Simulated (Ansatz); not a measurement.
# The honeycomb BAs bilayer (AB) between two gates, part 3 of 3

How do the bands of the honeycomb BAs bilayer (AB) follow a displacement field between two gates?

Ansatz 0.2.0; plane-wave DFT, PBE-D3(BJ), Ansatz PAW (the session's first sound run).

So far, gap along the path (eV): step 3 (gated layer, displacement field 0, start network) 0.634; step 4 (displacement field 0.905 V/nm) 0.590; step 5 (displacement field 1.81 V/nm) 0.546.

### Step 6. Gated layer, displacement field 2.71 V/nm

input.yaml reads:

```yaml
crystal:
  lattice:
    - [3.3712284435, 0.0, 0.0]
    - [-1.6856142217, 2.919569474, 0.0]
    - [0.0, 0.0, 36.6659091678]
  atoms:
    - { symbol: As, position: [0.6666666667, 0.3333333333, 0.4513761478] }
    - { symbol: B, position: [0.3333333333, 0.6666666667, 0.4500092968] }
    - { symbol: As, position: [0.0, 0.0, 0.5499907032] }
    - { symbol: B, position: [0.6666666667, 0.3333333333, 0.5486750998] }
  periodic: [true, true, false]
  symmetry: { detect: true }
kpoints:
  mp_grid: { grid: [48, 48, 1] }
  band_path:
    path: [[0, 0, 0], [0.5, 0, 0], [0.33333333, 0.33333333, 0], [0, 0, 0]]
    npoints: 16
hamiltonian:
  xc: pbe
  dispersion: d3bj
scf:
  occupations: { method: fermi_dirac, width: 0.02585 }
  convergence: { dr2_threshold: 1.0e-10 }
output:
  forces: true
  eigenvalues: true
  write_potential: true
  write_density: true
  volumetric_format: npy
external_charges:
  - { charge: 0, barrier: 10, axis: 3, height: 23.666, sigma: 0.25 }
  - { charge: -0.014764, axis: 3, height: 25.166, sigma: 0.5 }
  - { charge: 0, barrier: 10, axis: 3, height: 13.0, sigma: 0.25 }
  - { charge: 0.014764, axis: 3, height: 11.5, sigma: 0.5 }
```

On the command line:

```bash
ansatz run input.yaml --threads 4 --pin off --max-ram 8192MiB --backend cpu --events-out ev --progress --plain --runs-dir out
```

Numbers of over 12 decimals in the logs are rounded to 6 here.

What it wrote:

```text
[...]
Crystal: 4 atoms, lattice volume = 360.886 Å³
Basis set: ecut = 420 eV, 7131 PW (Γ), exchange–correlation on 48×48×500 points (8 copies of the dense FFT grid, shifted against one another)
Bands: 22, of which v1, the nominal top of the filled ones, is band 18 counted from 1 (17 counted from 0)
Symmetry: 6 space group operations
[...]
k-points: 217 of 2304 (time reversal used)
[...]
--- Band table (eV; the first three rows and the last of 217) ---
  k-point 0: bands = [... 14 lower, -6.5445, -6.5445, -6.2770, -6.2770, -1.2093, -0.8998, -0.6370, -0.1830]
  k-point 1: bands = [... 14 lower, -6.5890, -6.5589, -6.3209, -6.2911, -1.1887, -0.8816, -0.6285, -0.1735]
  k-point 2: bands = [... 14 lower, -6.7184, -6.6013, -6.4486, -6.3325, -1.1379, -0.8369, -0.6060, -0.1359]
  k-point 216: bands = [... 14 lower, -11.0626, -10.7877, -5.3767, -4.8203, -4.3254, -3.6817, 1.2281, 1.7215]
[key lines of the parts left out:]
SCF converged after 12 iterations
Free energy (F): -10023.379586 eV
Fermi energy:    -4.557863 eV
```

The job ended after 35 s (4 threads of AMD EPYC 9R14 (Zen 4), shared host; peak memory 1.7 GiB; 2.3 min of CPU time).

Electronic bands along the path, in eV, zero at the Fermi level of the run, which the smearing sets inside the gap:

| point | band 15 | band 16 | band 17 | band 18 | band 19 | band 20 | band 21 | band 22 |
| --- | --- | --- | --- | --- | --- | --- | --- | --- |
| Γ | -1.99 | -1.99 | -1.72 | -1.72 | 3.35 | 3.66 | 3.92 | 4.37 |
| halfway | -4.01 | -3.24 | -2.96 | -2.62 | 2.70 | 3.08 | 3.99 | 4.71 |
| M | -4.08 | -3.79 | -1.86 | -1.16 | 1.02 | 1.36 | 2.03 | 2.42 |
| halfway | -5.39 | -5.09 | -1.53 | -0.83 | 0.93 | 1.20 | 3.97 | 4.35 |
| K | -6.50 | -6.23 | -0.82 | -0.26 | 0.23 | 0.88 | 5.79 | 6.28 |
| halfway | -4.14 | -3.87 | -3.69 | -2.32 | 3.42 | 4.04 | 4.32 | 4.50 |
| Γ | -1.99 | -1.99 | -1.72 | -1.72 | 3.35 | 3.66 | 3.92 | 4.37 |

The electronic bands as a text plot (rows in eV, shown from -8.3 to 2.4 only):

```
    2.2 |            +++++++++++               + ++
    1.7 |               + ++                 ++ +
    1.3 |                ++++++++++++       +  +
    0.9 |                   ++++++++++++++++ ++
    0.4 |                             +++++++
    0.0 |
   -0.5 |                            **********
   -0.9 |                      ******  *****   *
   -1.4 |                ******    ****     *   *
   -1.8 |****         ***   *******          **  ***         ****
   -2.3 | ******    **    **                   *    **    ******
   -2.7 |   *  *****    **                      *     *******
   -3.1 |    ***********                         ***   ******
   -3.6 |****  *    **********                      ***   *******
   -4.0 |      *****    *********                   ******
   -4.5 |      **              ***               ***   *****
   -4.9 |******  **               **            ***   ***   *****
   -5.4 |          *              ***          **     *
   -5.8 |           *               ***     ****    **
   -6.3 |           **                *******      *
   -6.7 |            ***                **       ***
   -7.2 |             **                        ***
   -7.6 |               **                     **
   -8.0 |                ***        ***********
         Γ                   M           K                      Γ
```

The gap, the smaller of path and mesh, is 0.495 eV.

### Step 7. Gated layer, displacement field 3.62 V/nm

Edit input.yaml of step 6 so:

```diff
@@ -26,2 +26,3 @@
   eigenvalues: true
+  dos: { projected: true, e_range: [-3, 3], de: 0.01 }
   write_potential: true
@@ -29,6 +30,7 @@
   volumetric_format: npy
+  elf: true
 external_charges:
   - { charge: 0, barrier: 10, axis: 3, height: 23.666, sigma: 0.25 }
-  - { charge: -0.014764, axis: 3, height: 25.166, sigma: 0.5 }
+  - { charge: -0.019685, axis: 3, height: 25.166, sigma: 0.5 }
   - { charge: 0, barrier: 10, axis: 3, height: 13.0, sigma: 0.25 }
-  - { charge: 0.014764, axis: 3, height: 11.5, sigma: 0.5 }
+  - { charge: 0.019685, axis: 3, height: 11.5, sigma: 0.5 }
```

What it wrote:

```text
[...]
Crystal: 4 atoms, lattice volume = 360.886 Å³
Basis set: ecut = 420 eV, 7131 PW (Γ), exchange–correlation on 48×48×500 points (8 copies of the dense FFT grid, shifted against one another)
Bands: 22, of which v1, the nominal top of the filled ones, is band 18 counted from 1 (17 counted from 0)
Symmetry: 6 space group operations
[...]
k-points: 217 of 2304 (time reversal used)
[...]
--- Band table (eV; the first three rows and the last of 217) ---
  k-point 0: bands = [... 14 lower, -6.5693, -6.5693, -6.2558, -6.2558, -1.2322, -0.8835, -0.6768, -0.2078]
  k-point 1: bands = [... 14 lower, -6.6138, -6.5837, -6.2998, -6.2699, -1.2116, -0.8657, -0.6676, -0.1983]
  k-point 2: bands = [... 14 lower, -6.7431, -6.6261, -6.4276, -6.3114, -1.1612, -0.8225, -0.6429, -0.1604]
  k-point 216: bands = [... 14 lower, -11.0882, -10.7658, -5.3948, -4.7960, -4.3536, -3.6687, 1.2135, 1.6934]
[key lines of the parts left out:]
SCF converged after 12 iterations
Free energy (F): -10023.367780 eV
Fermi energy:    -4.561502 eV
```

Wall time 37 s (4 threads); peak memory 1.6 GiB; 2.4 min of CPU time.

The gap, the smaller of path and mesh, is 0.442 eV.

### Step 8. Gated layer, displacement field -1.81 V/nm

Edit input.yaml of step 7 so:

```diff
@@ -33,4 +33,4 @@
   - { charge: 0, barrier: 10, axis: 3, height: 23.666, sigma: 0.25 }
-  - { charge: -0.019685, axis: 3, height: 25.166, sigma: 0.5 }
+  - { charge: 0.009843, axis: 3, height: 25.166, sigma: 0.5 }
   - { charge: 0, barrier: 10, axis: 3, height: 13.0, sigma: 0.25 }
-  - { charge: 0.019685, axis: 3, height: 11.5, sigma: 0.5 }
+  - { charge: -0.009843, axis: 3, height: 11.5, sigma: 0.5 }
```

What it wrote:

```text
[...]
Crystal: 4 atoms, lattice volume = 360.886 Å³
Basis set: ecut = 420 eV, 7131 PW (Γ), exchange–correlation on 48×48×500 points (8 copies of the dense FFT grid, shifted against one another)
Bands: 22, of which v1, the nominal top of the filled ones, is band 18 counted from 1 (17 counted from 0)
Symmetry: 6 space group operations
[...]
k-points: 217 of 2304 (time reversal used)
[...]
--- Band table (eV; the first three rows and the last of 217) ---
  k-point 0: bands = [... 14 lower, -6.4429, -6.4429, -6.3848, -6.3848, -1.1378, -0.9870, -0.5941, -0.0882]
  k-point 1: bands = [... 14 lower, -6.4882, -6.4579, -6.4279, -6.3983, -1.1161, -0.9697, -0.5860, -0.0806]
  k-point 2: bands = [... 14 lower, -6.6197, -6.5535, -6.5018, -6.4383, -1.0626, -0.9272, -0.5650, -0.0492]
  k-point 216: bands = [... 14 lower, -10.9460, -10.9099, -5.3072, -4.9546, -4.1963, -3.7508, 1.2574, 1.5887]
[key lines of the parts left out:]
SCF converged after 12 iterations
Free energy (F): -10023.390195 eV
Fermi energy:    -4.545346 eV
```

Run time: 36 s. Hardware: 4 threads; peak memory 1.6 GiB.

The gap, the smaller of path and mesh, is 0.717 eV.

### Step 9. The series together

This step: plane-wave DFT, PBE-D3(BJ), Ansatz PAW; response to a displacement field between two gates (Ansatz 0.2.0).

The potential behind each gate is read from every run and counted from the uncharged case.

Numbers from this step:

```yaml
electrostatic_distance_between_the_gates: 7.814 Å
geometric_distance_between_the_gates: 13.67 Å
```

Electron's potential behind the upper gate less behind the lower, less the value without field. Table of step of the electron's potential energy between the gates by displacement field D/eps0:

| displacement field D/eps0 (V/nm) | step of the electron's potential energy between the gates (eV) |
| --- | --- |
| -1.81 | -1.41 |
| 0.00 | 0 |
| 0.90 | 0.707 |
| 1.81 | 1.41 |
| 2.71 | 2.12 |
| 3.62 | 2.83 |

The smaller of the gaps on the path and on the k-mesh, counted as 0 under 0.03 eV. Table of gap by displacement field D/eps0:

| displacement field D/eps0 (V/nm) | gap (eV) |
| --- | --- |
| -1.81 | 0.718 |
| 0.00 | 0.634 |
| 0.90 | 0.590 |
| 1.81 | 0.546 |
| 2.71 | 0.495 |
| 3.62 | 0.443 |

By hand: 3.62 V/nm over the 13.67 Å between the sheets would give 4.95 V in vacuum; the run has 2.83 V, as over 7.81 Å.

### Step 10. The same run with other settings: hamiltonian.xc = "pbesol" and scf.algorithm = "direct_min"

This step: plane-wave DFT, PBE-D3(BJ), Ansatz PAW, but for the change named below (Ansatz 0.2.0).

A run with a changed input: it repeats the earlier run at 0.905 V/nm with hamiltonian.xc from pbe to pbesol and scf.algorithm to direct_min.

input.yaml, the sections that differ from step 8:

```yaml
hamiltonian:
  xc: pbesol
  dispersion: d3bj
scf:
  occupations: { method: fermi_dirac, width: 0.02585 }
  convergence: { dr2_threshold: 1.0e-10 }
  algorithm: direct_min
output:
  forces: true
  eigenvalues: true
  write_potential: true
  write_density: true
  volumetric_format: npy
external_charges:
  - { charge: 0, barrier: 10, axis: 3, height: 23.666, sigma: 0.25 }
  - { charge: -0.004921, axis: 3, height: 25.166, sigma: 0.5 }
  - { charge: 0, barrier: 10, axis: 3, height: 13.0, sigma: 0.25 }
  - { charge: 0.004921, axis: 3, height: 11.5, sigma: 0.5 }
# crystal, kpoints: as in step 8
```

What it wrote:

```text
[...]
Crystal: 4 atoms, lattice volume = 360.886 Å³
Basis set: ecut = 420 eV, 7131 PW (Γ), exchange–correlation on 48×48×500 points (8 copies of the dense FFT grid, shifted against one another)
Bands: 22, of which v1, the nominal top of the filled ones, is band 18 counted from 1 (17 counted from 0)
Symmetry: 6 space group operations
[...]
k-points: 217 of 2304 (time reversal used)
[...]
SCF iter  13: F=-9930.262247 eV  HF=-9930.262247 eV  |F-HF|=1.82e-11  |Δ(HF+E_count)|=  3.64e-12  Δρ=1.55e-9  dr2=5.20e-14  ethr=1.00e-12  ⟨swp⟩=2.0  Hψ=8692  notcnv=0
the search or the solves at the SCF's close seem to have found levels that the self-consistency loop had missed (the run counts 1). By its estimate they hold under 1e-12 electrons; where the run keeps them, the occupations were computed again with them
SCF 1 converged in 13 iterations: F = -9930.262247 eV  dr2 = 5.20e-14
  Residual-converged pass: ⟨swp⟩=6.6  Hψ=19415  notcnv=0  max |occ|·‖R‖ = 1.0e-8 eV (tolerance 1.0e-8 eV)  dr2=8.05e-14  dr2_onsite=1.82e-13  max |Δocc| = 1.7e-9
[...]
SCF converged after 13 iterations
Stability not checked: this state was not tested for a lower state beside it, because a direct minimisation reached the state, and no test of it is asked (direct_minimisation; see scf.lower_state_search)
Free energy (F): -9930.262247 eV
[...]
Internal energy: -9930.262247 eV  (E = F + TS)
E sigma→0 (E₀):  -9930.262247 eV
Entropy (-TS):   -0.000000 eV (-0.000 meV/atom)
Fermi energy:    -4.633957 eV
[...]
--- Forces (eV/Å), atoms and charges each counted from 1 ---
  atom   1  As     0.00000000    -0.00000000     0.03608491
  atom   2  B      0.00000000     0.00000000     0.02011492
  atom   3  As    -0.00000000    -0.00000000    -0.04475985
  atom   4  B      0.00000000     0.00000000    -0.01104056
  external charge   1     0.00000000     0.00000000     0.01004925
  external charge   2     0.00000000     0.00000000    -0.00022283
  external charge   3     0.00000000     0.00000000    -0.01044836
  external charge   4     0.00000000     0.00000000     0.00022236
  max |Σ_I F_I| component, the external charges' with the atoms': 1.64e-7 eV/Å
--- Band table (eV; the first three rows and the last of 217) ---
  k-point 0: bands = [... 14 lower, -6.5560, -6.5560, -6.3788, -6.3788, -1.2161, -0.9734, -0.6748, -0.2417]
  k-point 1: bands = [... 14 lower, -6.6007, -6.5706, -6.4227, -6.3930, -1.1959, -0.9558, -0.6673, -0.2323]
  k-point 2: bands = [... 14 lower, -6.7305, -6.6137, -6.5502, -6.4346, -1.1474, -0.9139, -0.6477, -0.1944]
  k-point 216: bands = [... 14 lower, -11.1222, -10.9418, -5.4352, -4.9544, -4.3541, -3.7802, 1.1025, 1.5151]
```

Elapsed: 1.9 min, on 4 threads; peak memory 2.8 GiB.

Numbers from this step:

* gap along the path: 0.5884 eV
* smallest direct gap along the path: 0.6003 eV
* gap, the smaller of path and mesh: 0.5884 eV
* potential beyond the upper barrier and gate, less the barrier, from the Fermi level: 5.039 eV

The electronic bands at the labelled points (eV, zero at the Fermi level of the run, which the smearing sets inside the gap):

| point | band 15 | band 16 | band 17 | band 18 | band 19 | band 20 | band 21 | band 22 |
| --- | --- | --- | --- | --- | --- | --- | --- | --- |
| Γ | -1.92 | -1.92 | -1.74 | -1.74 | 3.42 | 3.66 | 3.96 | 4.39 |
| halfway | -4.03 | -3.19 | -2.99 | -2.63 | 2.70 | 3.02 | 3.99 | 4.71 |
| M | -4.03 | -3.82 | -1.85 | -1.17 | 1.03 | 1.32 | 2.01 | 2.35 |
| halfway | -5.35 | -5.14 | -1.52 | -0.86 | 0.97 | 1.14 | 3.96 | 4.30 |
| K | -6.49 | -6.31 | -0.80 | -0.32 | 0.28 | 0.85 | 5.74 | 6.15 |
| halfway | -4.10 | -3.91 | -3.71 | -2.33 | 3.42 | 4.05 | 4.30 | 4.47 |
| Γ | -1.92 | -1.92 | -1.74 | -1.74 | 3.42 | 3.66 | 3.96 | 4.39 |

The electronic bands as a text plot (rows in eV, shown from -8.3 to 2.4 only):

```
    2.1 |             ++++++++++               + ++
    1.7 |               + +++                ++ +
    1.2 |                +++ +++++++++      +  +
    0.8 |                   +     ++++++++++ ++
    0.4 |                              ++++++
   -0.1 |                                 **
   -0.5 |                            *****  ***
   -1.0 |                   ********* ******   *
   -1.4 |               ****      ****      *   *
   -1.9 |****         **    ******           **  ***         ****
   -2.3 |  *****    **    **                   *    **    *****
   -2.8 |   *  *****    **                      *     *******
   -3.2 |    ***********                         ***   ******
   -3.6 |****  *    ***********                     ***   ** ****
   -4.1 |       ****     ********                   ******
   -4.5 |      ****             **               ***   *****
   -5.0 |******  **               **            ***   *     *****
   -5.4 |          *               **          **     *
   -5.9 |           *                **     ****    **
   -6.3 |           **                *******      *
   -6.8 |            ***                         **
   -7.2 |             ***                       *
   -7.6 |               **                   ***
   -8.1 |                ***       ************
         Γ                   M           K                      Γ
```

| quantity | this run | earlier run | difference |
| --- | --- | --- | --- |
| gap along the path (eV) | 0.5884 | 0.5904 | -0.0020 |
| smallest direct gap along the path (eV) | 0.6003 | 0.6004 | -4.6e-5 |
| potential beyond the upper barrier and gate, less the barrier, from the Fermi level (eV) | 5.039 | 4.957 | 0.082 |

What moves beyond 0.01 in its unit (for the dipole 0.5 % and 5e-5 e·Å): potential beyond the upper barrier and gate, less the barrier, from the Fermi level (+0.0823 eV).

### Step 11. What came out

| Quantity | Value |
| --- | --- |
| gap with uncharged gates | 0.634 eV |
| electrostatic distance between the gates | 7.81 Å |
| geometric distance between the gates | 13.7 Å |
| gap at 3.62 V/nm | 0.442 eV |

In words: The gap goes from 0.63 to 0.44 eV at 3.6 V/nm. The layers screen the field: the voltage is that of a vacuum gap 5.9 Å narrower than the real distance. The gates are charged sheets behind model barriers, not atoms. Gaps are the smaller of those on the path and on the mesh; band edges between these points would make them smaller still. Spin-orbit coupling is left out.

[Logs are printed without paths, hosts, clocks, repeated set-up lines and the standing remarks that a program may print on its own settings, such as how far it seeks lower states.]

[Hosts, paths, dates, database ids (printed as entryN), source tags and the programs' standing remarks are cut or masked in the printed files.]

[Maps of the electrostatic potential energy from Ansatz leave out the sawtooth potential of an applied field or a dipole correction, so their vacuum need not be flat; planar profiles and work functions include it.]
